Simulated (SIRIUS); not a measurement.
CsPbCl3:

```
Pb Cs Cl
1.0
     5.60500    0.00000    0.00000
     0.00000    5.60500    0.00000
     0.00000    0.00000    5.60500
Pb Cs Cl
1 1 3
Direct
  0.50000 0.50000 0.50000
  0.00000 0.00000 0.00000
  0.50000 0.00000 0.50000
  0.00000 0.50000 0.50000
  0.50000 0.50000 0.00000
```

Base run:

* Program: SIRIUS 7.12.0
* Functional: PBEsol
* Potentials or basis: PseudoDojo 0.4.1 PBE standard (scalar relativistic)
* Cutoff: 807 eV
* Density cutoff: 3227 eV
* k mesh: 3 × 3 × 3
* Occupations: fermi-dirac, width 0.05 eV
* Spin: no spin polarisation

Its results: band gap on the k mesh 4.18 eV, direct; pressure -0.1 GPa.

Task: The run is repeated on the same cell with these changes: functional from PBEsol to LDA; libxc names from ["XC_GGA_X_PBE_SOL", "XC_GGA_C_PBE_SOL"] to ["XC_LDA_X", "XC_LDA_C_PW"]. What comes out?

Result: Band gap on the k mesh 4.12 eV, direct; pressure -1.4 GPa.

Caveats: the potentials were made for another functional, which shifts forces and pressure; spin-orbit coupling is left out, which as a rule narrows the gap of such compounds by several tenths of an eV; an odd mesh through Γ misses points on the zone boundary, where band edges often lie.

Not every run made on this cell is shown here.
